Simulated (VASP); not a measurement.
# From one sheet to two: InSe monolayer, part 8 of 8

What are the lattice, gap and band positions of InSe monolayer, and what does a second sheet change?

VASP 6.6.1, plane waves and PAW; the level of theory is named at each step.

So far. Step 12 (A rigid stacking): Energy at zero smearing: -151.46348 eV. Step 13 (Relaxing the bilayer): The run ended after 7 ionic steps, 0.000 eV below its first step, once the forces on the free atoms met EDIFFG = -0.004.

### 14. Levels and bands of the bilayer

Level of this step: r2SCAN with rVV10; plane waves and PAW (In, Se) (VASP).

The same static run as for one sheet shows what the neighbour does to the levels.

The input, INCAR:

```
SYSTEM = InSe
PREC = Normal
ENCUT = 350
EDIFF = 1E-06
NELM = 120
ISMEAR = 0
SIGMA = 0.03
LREAL = .FALSE.
ALGO = Normal
METAGGA = R2SCAN
LUSE_VDW = .TRUE.
IVDW_NL = 2
BPARAM = 11.95
CPARAM = 0.0093
LASPH = .TRUE.
NBANDS = 26
LORBIT = 11
LWAVE = .FALSE.
LCHARG = .FALSE.
KPAR = 4
IDIPOL = 3
LDIPOL = .TRUE.
DIPOL = 0.5 0.5 0.5
LVHAR = .TRUE.
LVACPOTAV = .TRUE.
NEDOS = 1500
```

The input, POSCAR:

```
InSe
1.0
    4.0219178304      0.0000000000      0.0000000000
   -2.0109589152      3.4830830130      0.0000000000
    0.0000000000      0.0000000000     30.7826519272
In Se
4 4
Direct
    0.3333333300      0.6666666700      0.3177145227
    0.3333333300      0.6666666700      0.4080363429
    0.6666666700      0.3333333300      0.5919701602
    0.6666666700      0.3333333300      0.6822852733
    0.6666666700      0.3333333300      0.2760095400
    0.6666666700      0.3333333300      0.4497197903
    0.0000000000      0.0000000000      0.5502674601
    0.0000000000      0.0000000000      0.7239969105
```

The input, KPOINTS:

```
Automatic mesh
0
Gamma
9 9 1
0 0 0
```

The input, KPOINTS_OPT:

```
Line mode
14
Line-mode
Reciprocal
  0.00000000   0.00000000   0.00000000 GAMMA
  0.50000000   0.00000000   0.00000000 M

  0.50000000   0.00000000   0.00000000 M
  0.33333333   0.33333333   0.00000000 K

  0.33333333   0.33333333   0.00000000 K
  0.00000000   0.00000000   0.00000000 GAMMA
```

Potentials, in the order of the species: In and Se (PBE family, release 64).

Command:

```console
$ mpirun -np 4 vasp_std
```

The log of the run:

```text
[... set-up lines as in an earlier step ...]
 entering main loop
       N       E                     dE             d eps       ncg     rms          rms(c)
Total rVV10 correction in eV:      1.3476254    61.5409530
Total rVV10 correction in eV:      1.3476254    61.5409530
Total rVV10 correction in eV:      1.3476254    61.5409530
Total rVV10 correction in eV:      1.3476254    61.5409530
DAV:   1     0.762649556697E+02    0.76265E+02   -0.96781E+03   624   0.756E+02
DAV:   2    -0.128960158400E+03   -0.20523E+03   -0.19925E+03   880   0.157E+02
DAV:   3    -0.155752026155E+03   -0.26792E+02   -0.26582E+02   804   0.629E+01
DAV:   4    -0.156520884399E+03   -0.76886E+00   -0.76694E+00   764   0.125E+01
DAV:   5    -0.156541532094E+03   -0.20648E-01   -0.20632E-01   848   0.192E+00    0.905E+00
Total rVV10 correction in eV:      1.3772972    61.5410198
Total rVV10 correction in eV:      1.3772972    61.5410198
Total rVV10 correction in eV:      1.3772972    61.5410198
Total rVV10 correction in eV:      1.3772972    61.5410198
DAV:   6    -0.151405733170E+03    0.51358E+01   -0.31350E+00   706   0.801E+00    0.636E+00
Total rVV10 correction in eV:      1.4048479    61.5409438
Total rVV10 correction in eV:      1.4048479    61.5409438
Total rVV10 correction in eV:      1.4048479    61.5409438
Total rVV10 correction in eV:      1.4048479    61.5409438
DAV:   7    -0.151471668483E+03   -0.65935E-01   -0.10849E+00   768   0.407E+00    0.139E+00
Total rVV10 correction in eV:      1.4045035    61.5409437
Total rVV10 correction in eV:      1.4045035    61.5409437
Total rVV10 correction in eV:      1.4045035    61.5409437
Total rVV10 correction in eV:      1.4045035    61.5409437
DAV:   8    -0.151459943663E+03    0.11725E-01   -0.78459E-02   718   0.132E+00    0.762E-01
Total rVV10 correction in eV:      1.4099429    61.5409437
Total rVV10 correction in eV:      1.4099429    61.5409437
Total rVV10 correction in eV:      1.4099429    61.5409437
Total rVV10 correction in eV:      1.4099429    61.5409437
DAV:   9    -0.151464218639E+03   -0.42750E-02   -0.18288E-02   788   0.617E-01    0.200E-01
Total rVV10 correction in eV:      1.4116653    61.5409437
Total rVV10 correction in eV:      1.4116653    61.5409437
Total rVV10 correction in eV:      1.4116653    61.5409437
Total rVV10 correction in eV:      1.4116653    61.5409437
DAV:  10    -0.151464189257E+03    0.29382E-04   -0.14081E-03   816   0.179E-01    0.104E-01
Total rVV10 correction in eV:      1.4127846    61.5409437
Total rVV10 correction in eV:      1.4127846    61.5409437
Total rVV10 correction in eV:      1.4127846    61.5409437
Total rVV10 correction in eV:      1.4127846    61.5409437
DAV:  11    -0.151464551841E+03   -0.36258E-03   -0.51300E-04   778   0.105E-01    0.245E-02
Total rVV10 correction in eV:      1.4131708    61.5409437
Total rVV10 correction in eV:      1.4131708    61.5409437
Total rVV10 correction in eV:      1.4131708    61.5409437
Total rVV10 correction in eV:      1.4131708    61.5409437
DAV:  12    -0.151464620002E+03   -0.68161E-04   -0.28675E-05   832   0.307E-02    0.829E-03
Total rVV10 correction in eV:      1.4134113    61.5409437
Total rVV10 correction in eV:      1.4134113    61.5409437
Total rVV10 correction in eV:      1.4134113    61.5409437
Total rVV10 correction in eV:      1.4134113    61.5409437
DAV:  13    -0.151464710679E+03   -0.90677E-04   -0.24398E-05   752   0.221E-02    0.593E-03
Total rVV10 correction in eV:      1.4136824    61.5409437
Total rVV10 correction in eV:      1.4136824    61.5409437
Total rVV10 correction in eV:      1.4136824    61.5409437
Total rVV10 correction in eV:      1.4136824    61.5409437
DAV:  14    -0.151464797161E+03   -0.86482E-04   -0.15212E-05   770   0.205E-02    0.377E-03
Total rVV10 correction in eV:      1.4139102    61.5409437
Total rVV10 correction in eV:      1.4139102    61.5409437
Total rVV10 correction in eV:      1.4139102    61.5409437
Total rVV10 correction in eV:      1.4139102    61.5409437
DAV:  15    -0.151464907758E+03   -0.11060E-03   -0.18879E-05   704   0.257E-02    0.262E-03
Total rVV10 correction in eV:      1.4140814    61.5409437
Total rVV10 correction in eV:      1.4140814    61.5409437
Total rVV10 correction in eV:      1.4140814    61.5409437
Total rVV10 correction in eV:      1.4140814    61.5409437
DAV:  16    -0.151464985251E+03   -0.77494E-04   -0.11285E-05   660   0.212E-02    0.250E-03
Total rVV10 correction in eV:      1.4141267    61.5409437
Total rVV10 correction in eV:      1.4141267    61.5409437
Total rVV10 correction in eV:      1.4141267    61.5409437
Total rVV10 correction in eV:      1.4141267    61.5409437
DAV:  17    -0.151465027021E+03   -0.41770E-04   -0.20395E-05   654   0.179E-02    0.106E-03
Total rVV10 correction in eV:      1.4141366    61.5409440
Total rVV10 correction in eV:      1.4141366    61.5409440
Total rVV10 correction in eV:      1.4141366    61.5409440
Total rVV10 correction in eV:      1.4141366    61.5409440
DAV:  18    -0.151465046368E+03   -0.19347E-04   -0.40452E-06   650   0.806E-03    0.726E-04
Total rVV10 correction in eV:      1.4141379    61.5409529
Total rVV10 correction in eV:      1.4141379    61.5409529
Total rVV10 correction in eV:      1.4141379    61.5409529
Total rVV10 correction in eV:      1.4141379    61.5409529
DAV:  19    -0.151465072008E+03   -0.25640E-04   -0.20899E-06   586   0.752E-03    0.561E-04
Total rVV10 correction in eV:      1.4141376    61.5409544
Total rVV10 correction in eV:      1.4141376    61.5409544
Total rVV10 correction in eV:      1.4141376    61.5409544
Total rVV10 correction in eV:      1.4141376    61.5409544
DAV:  20    -0.151465083065E+03   -0.11057E-04   -0.59999E-07   510   0.560E-03    0.205E-04
Total rVV10 correction in eV:      1.4141397    61.5409538
Total rVV10 correction in eV:      1.4141397    61.5409538
Total rVV10 correction in eV:      1.4141397    61.5409538
Total rVV10 correction in eV:      1.4141397    61.5409538
DAV:  21    -0.151465093108E+03   -0.10043E-04   -0.64095E-07   522   0.574E-03    0.161E-04
Total rVV10 correction in eV:      1.4141399    61.5409511
Total rVV10 correction in eV:      1.4141399    61.5409511
Total rVV10 correction in eV:      1.4141399    61.5409511
Total rVV10 correction in eV:      1.4141399    61.5409511
DAV:  22    -0.151465095342E+03   -0.22342E-05   -0.20343E-07   500   0.339E-03    0.100E-04
Total rVV10 correction in eV:      1.4141388    61.5409486
Total rVV10 correction in eV:      1.4141388    61.5409486
Total rVV10 correction in eV:      1.4141388    61.5409486
Total rVV10 correction in eV:      1.4141388    61.5409486
DAV:  23    -0.151465096887E+03   -0.15443E-05   -0.17956E-07   512   0.301E-03    0.377E-05
Total rVV10 correction in eV:      1.4141388    61.5409480
Total rVV10 correction in eV:      1.4141388    61.5409480
Total rVV10 correction in eV:      1.4141388    61.5409480
Total rVV10 correction in eV:      1.4141388    61.5409480
DAV:  24    -0.151465097081E+03   -0.19392E-06   -0.89624E-08   446   0.256E-03
 [... a notice as in an earlier step ...]

Total rVV10 correction in eV:      1.4141388    61.5409477
Total rVV10 correction in eV:      1.4141388    61.5409477
Total rVV10 correction in eV:      1.4141388    61.5409477
Total rVV10 correction in eV:      1.4141388    61.5409477
Total rVV10 correction in eV:      1.4141387    61.5409478
Total rVV10 correction in eV:      1.4141387    61.5409478
Total rVV10 correction in eV:      1.4141387    61.5409478
Total rVV10 correction in eV:      1.4141387    61.5409478
   1 F= -.15146510E+03 E0= -.15146510E+03  d E =-.215548E-11
 Start KPOINTS_OPT (optional k-point list driver)
k-point batch [1-12\42]
       N       E                     dE             ncg
DAV:   1     0.107082850813E+03   -0.35726E+04      624
DAV:   2    -0.236718320431E+04   -0.24743E+04      932
DAV:   3    -0.269342216796E+04   -0.32624E+03      804
DAV:   4    -0.270239651854E+04   -0.89744E+01      824
DAV:   5    -0.270262969061E+04   -0.23317E+00      846
DAV:   6    -0.270263903557E+04   -0.93450E-02      894
DAV:   7    -0.270263932908E+04   -0.29351E-03      858
DAV:   8    -0.270263934300E+04   -0.13925E-04      718
DAV:   9    -0.270263934388E+04   -0.88267E-06      690
[...]
k-point batch [37-42\42]
       N       E                     dE             ncg
DAV:   1     0.414098819614E+04   -0.47004E+03      312
DAV:   2     0.290202727279E+04   -0.12390E+04      476
DAV:   3     0.273523603922E+04   -0.16679E+03      398
DAV:   4     0.273088717387E+04   -0.43489E+01      408
DAV:   5     0.273075024428E+04   -0.13693E+00      404
DAV:   6     0.273074316381E+04   -0.70805E-02      448
DAV:   7     0.273074293411E+04   -0.22970E-03      418
DAV:   8     0.273074292218E+04   -0.11928E-04      384
DAV:   9     0.273074292154E+04   -0.63844E-06      348
```

It took 1.8 min on 4 MPI ranks of Intel Xeon 6975P-C (Granite Rapids), shared host; peak memory 1.7 GiB; 7.3 min of CPU time.

From OUTCAR (step 14):

```text
   NELECT =      36.0000    total number of electrons

 dipolmoment           0.000000      0.000000      0.000096 electrons x Angstroem

 E-fermi :  -1.3425

 k-point     1 :       0.0000    0.0000    0.0000
  band No.  band energies     occupation
    ...
     14      -2.3095      2.00000
     15      -2.2546      2.00000
     16      -2.2546      2.00000
     17      -2.2360      2.00000
     18      -1.5111      2.00000
     19       0.0094      0.00000
     20       0.6253      0.00000
     21       1.4919      0.00000
     22       1.5302      0.00000
     23       3.5676      0.00000
    ...

  Total        0.1520969      0.1520969     -0.0029263     -0.0000000      0.0000000      0.0000000
  in kB        0.5651035      0.5651035     -0.0108724     -0.0000000      0.0000000      0.0000000
  external PRESSURE =       0.3731115 kB  Pullay stress =       0.0000000 kB

 POSITION                                       TOTAL-FORCE (eV/Angst)
 -----------------------------------------------------------------------------------
     -0.00000      2.32206      9.78010         0.000000      0.000000      0.000828
     -0.00000      2.32206     12.56044        -0.000000      0.000000     -0.001273
      2.01096      1.16103     18.22241        -0.000000     -0.000000      0.000785
      2.01096      1.16103     21.00255         0.000000     -0.000000      0.002098
      2.01096      1.16103      8.49631        -0.000000      0.000000     -0.003413
      2.01096      1.16103     13.84357         0.000000     -0.000000     -0.003114
      0.00000      0.00000     16.93869        -0.000000      0.000000      0.002871
      0.00000      0.00000     22.28654        -0.000000     -0.000000      0.001219
 -----------------------------------------------------------------------------------
    total drift:                               -0.000030      0.000011      0.000008

  FREE ENERGIE OF THE ION-ELECTRON SYSTEM (eV)
  ---------------------------------------------------
  free  energy   TOTEN  =      -151.4650970807 eV

  energy  without entropy=     -151.4650970807  energy(sigma->0) =     -151.46509708

 vacuum level on the upper side and lower side of the slab         4.482         4.481

[... 9 parts as in an earlier step ...]

[... 8 further parts left out ...]
```

Numbers from this step:

```
electronic steps                                  : 24
Fermi energy                                      : -1.343 eV
least gap on mesh and path                        : 1.484 eV
least direct gap on mesh and path                 : 1.521 eV
dipole moment                                     : 0, 0, 9.60e-5 e·Å
vacuum levels                                     : 4.482, 4.481 eV
ionisation potentials of the upper and lower face : 5.956, 5.955 eV
electron affinities of the upper and lower face   : 4.473, 4.472 eV
```

The electronic bands at the labelled points (eV, zero at the valence-band top; v1 is the highest filled band, c1 the lowest empty one):

| point | v4 | v3 | v2 | v1 | c1 | c2 | c3 | c4 |
| --- | --- | --- | --- | --- | --- | --- | --- | --- |
| Γ | -0.78 | -0.78 | -0.76 | -0.04 | 1.48 | 2.10 | 2.97 | 3.00 |
| 0.46 of the way | -1.32 | -1.23 | -0.52 | -0.22 | 2.71 | 2.83 | 2.98 | 3.18 |
| M | -1.83 | -1.71 | -1.35 | -1.24 | 2.03 | 2.11 | 2.42 | 2.56 |
| 0.46 of the way | -1.90 | -1.71 | -1.30 | -1.26 | 2.44 | 2.50 | 2.80 | 2.95 |
| K | -1.80 | -1.69 | -1.49 | -1.35 | 2.35 | 2.41 | 3.18 | 3.19 |
| 0.46 of the way | -1.93 | -1.72 | -0.58 | -0.49 | 3.04 | 3.14 | 3.16 | 3.25 |
| Γ | -0.78 | -0.78 | -0.76 | -0.04 | 1.48 | 2.10 | 2.97 | 3.00 |

Of the projections kept (In, Se), the largest for each band there; the rest of the weight can lie on other orbitals:

| point | v4 | v3 | v2 | v1 | c1 | c2 | c3 | c4 |
| --- | --- | --- | --- | --- | --- | --- | --- | --- |
| Γ | Se 0.78 | Se 0.78 | Se 0.61 | Se 0.63 | In 0.53 | Se 0.53 | In 0.77 | In 0.73 |
| M | Se 0.68 | Se 0.68 | In 0.60 | In 0.61 | In 0.65 | In 0.66 | In 0.63 | In 0.63 |
| K | Se 0.65 | Se 0.76 | In 0.75 | In 0.65 | In 0.69 | In 0.67 | In 0.66 | In 0.66 |
| Γ | Se 0.78 | Se 0.78 | Se 0.61 | Se 0.63 | In 0.53 | Se 0.53 | In 0.77 | In 0.73 |

Zero at the Fermi level. Table of planar average of the electrostatic potential by height:

| height (Å) | planar average of the electrostatic potential (eV) |
| --- | --- |
| 0 | 5.82 |
| 1 | 5.82 |
| 2 | 5.82 |
| 3 | 5.82 |
| 4 | 5.82 |
| 5 | 5.82 |
| 6 | 5.80 |
| 7 | 5.38 |
| 8 | -2.33 |
| 9 | -7.52 |
| 10 | -5.40 |
| 11 | 2.48 |
| 12 | -3.08 |
| 13 | -6.22 |
| 14 | -5.11 |
| 15 | 4.52 |
| 16 | 3.50 |
| 17 | -6.06 |
| 18 | -6.16 |
| 19 | -1.01 |
| 20 | 1.08 |
| 21 | -6.06 |
| 22 | -7.25 |
| 23 | 0.938 |
| 24 | 5.60 |
| 25 | 5.81 |
| 26 | 5.82 |
| 27 | 5.82 |
| 28 | 5.82 |
| 29 | 5.82 |
| 30 | 5.82 |

Density of states in the PAW spheres, an atom over height of the layer and energy from the Fermi level.

Values in states/eV, 22 rows by 8 columns, each cell a mean:
```
0.00 0.00 0.00 0.00 0.00 0.00 0.00 0.00
0.04 0.03 0.03 0.05 0.05 0.03 0.03 0.04
0.12 0.12 0.12 0.18 0.17 0.12 0.11 0.11
0.35 0.31 0.33 0.32 0.33 0.32 0.31 0.36
0.51 0.44 0.45 0.57 0.56 0.43 0.41 0.51
0.80 0.47 0.48 0.74 0.76 0.52 0.52 0.81
1.16 0.51 0.59 1.18 1.19 0.56 0.49 1.12
1.03 0.57 0.41 0.74 0.75 0.41 0.57 1.05
0.48 0.33 0.33 0.51 0.48 0.32 0.35 0.50
0.52 0.47 0.45 0.51 0.55 0.47 0.45 0.49
0.22 0.23 0.32 0.40 0.38 0.32 0.24 0.23
0.13 0.17 0.15 0.14 0.14 0.15 0.16 0.13
0.09 0.12 0.12 0.09 0.09 0.12 0.12 0.09
0.11 0.17 0.16 0.11 0.11 0.16 0.17 0.11
0.28 0.50 0.46 0.27 0.27 0.45 0.50 0.28
0.10 0.22 0.21 0.10 0.10 0.21 0.23 0.11
0.28 1.04 1.07 0.30 0.30 1.06 1.03 0.28
0.13 0.48 0.52 0.15 0.15 0.53 0.49 0.13
0.00 0.00 0.00 0.00 0.00 0.00 0.00 0.00
0.00 0.00 0.00 0.00 0.00 0.00 0.00 0.00
0.00 0.00 0.00 0.00 0.00 0.00 0.00 0.00
0.00 0.00 0.00 0.00 0.00 0.00 0.00 0.00
```
Columns: height of the layer (Å) from 8.5 to 22.3 (not evenly spaced); rows upwards: energy from the Fermi level (eV) from -7.9 to 0.5.

The map of layer states is cut here 0.5 eV above the Fermi level, so it leaves out the states above that.

The vacuum level lies 5.96 eV above the highest filled level at the upper face; both faces agree, as the slab has next to no dipole.

The program found no field-free point at its default tolerance, but its printed level agrees with the flat part of the planar average.

### 15. Putting the energies together

This step: monolayer and bilayer, r2SCAN + rVV10; plane waves and PAW (VASP 6.6.1).

No new run; the numbers come from the runs before.

Numbers from this step:

```
polarisability per area of the slab or monolayer : 0.5672 Å
binding energy                                   : -14.75 meV/Å²
interlayer gap                                   : 3.095 Å
bilayer gap                                      : 1.484 eV
bilayer level below vacuum                       : 5.956 eV
lattice a                                        : 4.022 Å
lattice b                                        : 4.022 Å
thickness                                        : 5.341 Å
monolayer gap                                    : 2.030 eV
ionisation potential at the upper face           : 6.293 eV
```

VASP counts both for electrons: a positive EFIELD is a field along -c, and a positive dipole, in electrons times A, points along -c. Field, by row:

| EFIELD (eV/Å) | dipole along z of the monolayer (e Å) | energy change of the monolayer (eV) |
| --- | --- | --- |
| -0.1 | -0.05518 | -0.002757 |
| 0 | 0 | 0 |
| 0.1 | 0.05518 | -0.002757 |

Rigid sheets, 3.1 Å apart. Stackings, by row:

| stacking | energy above the lowest (meV/Å²) |
| --- | --- |
| same orientation, shift 0.33 0.67 | 0 |
| turned by 180 degrees, shift 0.00 0.00 | 0.09686 |
| turned by 180 degrees, shift 0.67 0.33 | 0.1087 |
| turned by 180 degrees, shift 0.33 0.67 | 20.68 |
| same orientation, shift 0.00 0.00 | 20.94 |

The polarisability is the slope of the dipole against the field, as a volume for each unit of area.

### 16. What came out

* lattice a: 4.02 Å
* monolayer gap: 2.03 eV
* binding energy: -14.8 meV/Å²
* interlayer gap: 3.10 Å
* bilayer gap: 1.48 eV
* polarisability per area of the slab or monolayer: 0.567 Å

In words: The monolayer relaxes to a = 4.022 Å and has a gap of 2.03 eV. The ionisation potential is 6.29 eV at both faces. Of 5 rigid stackings the lowest has the upper sheet in the same orientation and shifted by (0.33, 0.67) in cell vectors, and the highest lies 20.9 meV/Å² above it. Relaxed, the sheets lie 3.10 Å apart and bind by 14.8 meV/Å². The next stacking lies close, and only the lowest was relaxed, so the order could change. The second sheet narrows the gap, to 1.48 eV. All runs are without spin polarisation. The bilayer keeps the monolayer's lattice, and only high-symmetry stackings were tried. Semilocal gaps are too small. The run with spin-orbit coupling gave no result.

[Lines on the potential files, build, host, timing and source positions are cut from VASP's logs without a mark.]

[Logs are printed without paths, hosts, clocks, repeated set-up lines and the standing remarks that a program may print on its own settings, such as how far it seeks lower states.]

[Hosts, paths, dates, database ids (printed as entryN), source tags and the programs' standing remarks are cut or masked in the printed files.]

[Runs that stopped without an error message from VASP are left out.]
